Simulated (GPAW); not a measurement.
Here is a GPAW 26.7.0 calculation.

run.py

```python
from ase import Atoms
from ase.calculators.mixing import SumCalculator
from ase.filters import FrechetCellFilter
from ase.io import write
from ase.optimize import BFGS
from dftd4.ase import DFTD4
from gpaw import GPAW, PW, setup_paths

setup_paths.insert(0, '.')

atoms = Atoms(['W', 'C'],
              cell=[[2.9065, 0.0, 0.0],
                    [-1.45325, 2.5171028361, 0.0],
                    [0.0, 0.0, 2.8366]],
              scaled_positions=[[0.0, 0.0, 0.0],
                                [0.6666666667, 0.3333333333, 0.5]],
              pbc=True)

calc = GPAW(mode=PW(800),
            xc='PBEsol',
            kpts={'size': (9, 9, 8), 'gamma': True},
            occupations={'name': 'fermi-dirac', 'width': 0.05},
            nbands=19,
            convergence={'density': 1e-05, 'forces': 0.0001},
            maxiter=150,
            txt='gpaw.txt')
atoms.calc = SumCalculator([calc, DFTD4(method='pbesol')])
opt = BFGS(FrechetCellFilter(atoms), trajectory='relax.traj', logfile='-')
done = opt.run(fmax=0.02, steps=60)
calc.write('gs.gpw')
write('result.traj', atoms)
print('Converged:', done)
print('Cell:', atoms.cell.cellpar().round(4))
print('Volume:', round(atoms.get_volume(), 4))
print(atoms.get_scaled_positions().round(5))
```

Potentials or basis: PAW data sets generated in the run's folder for this functional, pw.

Launch:

```bash
$ gpaw-setup -f PBEsol C W
$ OMP_NUM_THREADS=1 python run.py
```

Q: Predict the relaxed cell.

A: a = 2.888 Å, b = 2.888 Å, c = 2.816 Å, α = 90.00°, β = 90.00°, γ = 120.00°.

Q: Predict the dispersion energy per atom.

A: -0.288 eV.

Q: Predict the space group after relaxing (to 0.05 Å).

A: P-6m2 (No. 187).

Stress tensor (GPa, compression positive):
```
-0.06  0.00  0.00
 0.00 -0.06  0.00
 0.00  0.00  0.31
```

Caveat: later steps reuse the first step's grids; pairwise dispersion overbinds metals, which lowers pressure and volume. The run has no spin-orbit coupling, so splittings on W are missing.
